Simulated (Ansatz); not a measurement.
Au:

```
CELL_PARAMETERS angstrom
2.81549 0.00000 0.00000
-0.01296 2.82018 0.00000
-1.13789 -1.18541 4.92401
ATOMIC_POSITIONS crystal
Au 0.67286 0.66596 0.27405
Au 0.32714 0.33404 0.72594
```

This isn't the form of Au at room conditions, which is fcc.

Below is the output of Ansatz 0.2.0 for this cell. Logs are shortened: lines on timing, memory, paths and dates and some standing lists are left out, and cuts for length are marked.

```text
Warning: output.stress: scf.convergence.dr2_threshold = 1e-7 eV (the SCF's general default) is looser than the 2e-10 eV advised for a printed stress (1e-10 eV for each atom of the cell: 2). What an SCF threshold leaves in a stress goes as its square root, and in the free energy as the threshold itself, and one threshold admits the most on a small cell: of the crystals measured, under no hybrid functional and no lock of the moments, on runs that ended without the residual-converged pass, on stresses that held no estimate of that error, the worst erred by over 100 MPa in a component at 1e-7 eV an atom and by under 5 at 1e-10. Set scf.convergence.dr2_threshold to 2e-10 eV or tighter. The threshold is an SCF's pass mark: one that does not reach it within its budget of iterations ends unconverged, or closes short of it on a stop that the run arms, and scf.convergence.dr2_threshold's page says what that costs each kind of run
Warning: output.stress: scf.exx.energy_threshold = 1e-6 eV is looser than the 2e-8 eV advised for a stress under a hybrid functional (1e-8 eV for each atom of the cell: 2). Every SCF of the exchange loop can meet its threshold on dr2 while the loop round them stops early: no threshold on dr2 bounds what that leaves in the stress. Set scf.exx.energy_threshold to 2e-8 eV or tighter. The threshold is the loop's pass mark: a loop that does not reach it within its budget of cycles ends unconverged, and scf.exx.energy_threshold's page has the law
Warning: RAYON_NUM_THREADS=2 ignored (pool sized by the plan → 2); use --threads N
scf.n_extra_bands = 6 over 19 filled bands (N_el = 38.0): the run solves 25 bands
Engine: ansatz 0.2.0, aarch64-unknown-linux-gnu
Pseudopotentials: kind: paw
Pseudopotential: Au, paw, valence charge 19, recommended cutoff 420 eV (normal), Au.paw.azcp
Functional definition: PBE0
  parameter a = 0.25
  parameter kappa = 0.804
  parameter beta = 0.06672455060314922
  exchange = (1 - a)*pbe_x(kappa = kappa, mu = beta*pi^2/3) + a*exact_x
  correlation = pbe_c(beta = beta)
Crystal: 2 atoms, lattice volume = 39.098 Å³
Basis set: ecut = 420 eV, 769 PW (Γ), exchange–correlation on 40×40×72 points (8 copies of the dense FFT grid, shifted against one another)
Bands: 25, of which v1, the nominal top of the filled ones, is band 19 counted from 1 (18 counted from 0)
Symmetry: 2 space group operations
Space group: P-1 (ITA 2), of the structure as read, at distance tolerance 3.4e-5 Å
k-points: 56 of 108
Non-local potential: Au, projectors of the file, l = 0: 3, l = 1: 2, l = 2: 2, l = 3: 1
PAW form: soft (Blöchl's): semilocal exchange-correlation on the pseudo side does not see the compensation charge
[... 51 lines left out ...]
Stability not checked: this state was not tested for a lower state beside it, because the functional holds exact exchange (a hybrid, or Hartree-Fock), whose exchange loop this test does not read (fock_operator; see scf.lower_state_search)
Free energy (F): -26298.592542 eV
Frozen-core exchange: fock
Harris-Foulkes:  -26298.592542 eV  (|F-HF|=3.64e-11)
Internal energy: -26298.592534 eV  (E = F + TS)
E sigma→0 (E₀):  -26298.592538 eV
Entropy (-TS):   -0.000008 eV (-0.004 meV/atom)
Fermi energy:    16.919870 eV
--- Per-component energies (eV) ---
  E_band       = -636.318556
  E_kinetic    = 1209.646801
  E_local      = -3979.893377  (includes V_loc(G=0)·N_el)
  E_nonlocal   = 152.305505
  E_hartree    = 1684.026644
  E_xc         = -350.524503
  E_vxc        = -422.551038  (∫ρ·V_xc dr)
  E_exx        = -157.541358  (= α·E_x^exact, valence–valence)
  E_paw        = -19360.132791  (= ΣΔE_a)
  E_vpaw       = -648.799448  (= ΣTr[D̂ρ^β])
  E_aug_tail   = 0.002865  (compensation charges beyond the density's cutoff)
  E_ewald      = -5492.640711
  E_core_change = -3.841611  (= ΣΔE_core)
  E_smearing   = -0.000008  (= −TS)
  E_closure    = -0.000000  (closes the sum)
  Σ components = -26298.592542   (vs F -26298.592542, Δ=0.00e0)
--- Forces (eV/Å), atoms counted from 1 ---
  atom   1  Au     0.02399267     0.02269654     0.06185010
  atom   2  Au    -0.02399267    -0.02269654    -0.06185010
  max |Σ_I F_I| component: 0.00e0 eV/Å
--- Stress (GPa, compression-positive) ---
       -5.544448       0.004268       0.872064
        0.004268      -5.860976       0.781509
        0.872064       0.781509      -1.204731
  P = ⅓ Tr σ = -4.2034 GPa (-42.034 kbar)
--- Band table (eV; the first three rows and the last of 56) ---
  k-point 0: bands = ["-93.2192", "-93.2094", "-43.5481", "-43.3588", "-43.3571", "-43.3353", "-43.3343", "-43.3167", "6.9370", "9.2446", "9.4187", "9.9798", "10.5742", "12.3822", "12.4034", "13.0375", "13.1375", "13.2664", "13.6816", "16.5380", "20.3352", "32.1425", "32.2975", "33.6367", "33.9361"]
  k-point 1: bands = ["-93.2169", "-93.2118", "-43.4902", "-43.3745", "-43.3641", "-43.3622", "-43.3288", "-43.3282", "7.7583", "8.9608", "9.2925", "10.1461", "10.8349", "11.8567", "11.8995", "13.1299", "13.3033", "13.5890", "13.6265", "13.7098", "25.0550", "30.7627", "30.8756", "31.9084", "33.9432"]
  k-point 2: bands = ["-93.2173", "-93.2085", "-43.5349", "-43.4069", "-43.3822", "-43.3534", "-43.3331", "-43.3212", "7.6607", "9.4448", "10.0624", "10.2855", "10.9362", "11.7511", "12.2869", "12.3355", "12.7517", "13.3545", "13.4237", "18.0456", "21.2358", "28.1376", "30.4489", "33.0234", "34.6331"]
  k-point 55: bands = ["-93.2039", "-93.1990", "-43.5502", "-43.5403", "-43.5044", "-43.5005", "-43.4523", "-43.3450", "9.2444", "9.4900", "9.8352", "10.0406", "11.6221", "11.9752", "12.7078", "14.0218", "14.8618", "14.8710", "20.8538", "21.8996", "23.6424", "25.2328", "25.3622", "26.2528", "27.5431"]
```

Task: Write the input and the command behind it.

Result: Projected density of states with PBE0, no spin polarisation. The files as run (others can give the same):

input.yaml
```yaml
crystal:
  lattice:
    - [2.8154890579, 0.0, 0.0]
    - [-0.0129553469, 2.8201795887, 0.0]
    - [-1.1378916452, -1.1854109603, 4.9240140333]
  atoms:
    - { symbol: Au, position: [0.672862, 0.665962, 0.274055] }
    - { symbol: Au, position: [0.327138, 0.334038, 0.725945] }
hamiltonian:
  xc: pbe0
  pseudopotentials: { kind: paw }
kpoints:
  mp_grid: { grid: [6, 6, 3] }
scf:
  occupations: { method: fermi_dirac, width: 0.05 }
  n_extra_bands: 6
output:
  forces: true
  stress: true
  eigenvalues: true
  dos: { projected: true, de: 0.05 }
  write_density: true
  write_potential: true
  elf: true
  volumetric_format: npy
```

Potentials or basis: Ansatz PAW.
Launch:
```bash
$ ansatz run input.yaml --threads 2 --pin off --max-ram 5632MiB --backend cpu --events-out ev --progress --plain --runs-dir out
```

Caveat: the k mesh is coarse (spacing up to 0.43 Å⁻¹), so the values aren't converged, least of all with exact exchange; the PAW data sets come from PBE, with cores solved anew for the run's functional, which leaves a small shift of forces and pressure; the thresholds are loose for stress.
